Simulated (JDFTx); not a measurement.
Crystal: Ta.

```
Ta
1.0
    -1.65128    1.65128    1.65128
     1.65128   -1.65128    1.65128
     1.65128    1.65128   -1.65128
Ta
1
Direct
  0.00000 0.00000 0.00000
```

```yaml
Program: JDFTx 1.7.0 (patched build)
Task: relaxation of cell and atoms
Functional: LDA
Potentials_or_basis: PseudoDojo-SR-LDA-0.4.1-standard
Cutoff: 789 eV
Density_cutoff: 3157 eV
k_mesh: 11 × 11 × 11
Occupations: fermi-dirac, width 0.05 eV
Spin: no spin polarisation
```

At the start: pressure -10.7 GPa; volume 18.01 Å³/atom.

Where does the relaxation end?

Over 6 steps the energy falls by 31.9 meV/atom and the volume is 17.09 Å³/atom (-5.1 %); space group Im-3m (No. 229, to 0.05 Å).

The path:
| step | energy change (eV) | largest force (eV/Å) | pressure (GPa) | volume (Å³) |
| --- | --- | --- | --- | --- |
| 1 | 0.0000 | 0.0000 | -10.65 | 18.01 |
| 2 | -0.0165 | 0.0000 | -7.61 | 17.72 |
| 3 | -0.0319 | 0.0000 | 0.21 | 17.08 |
| 4 | -0.0319 | 0.0000 | 0.01 | 17.09 |
| 5 | -0.0319 | 0.0000 | 0.00 | 17.09 |
| 6 | -0.0319 | 0.0000 | 0.00 | 17.09 |

Final structure:
```
Ta
1.0
    -1.62278    1.62278    1.62278
     1.62278   -1.62278    1.62278
     1.62278    1.62278   -1.62278
Ta
1
Direct
  0.00000 0.00000 0.00000
```
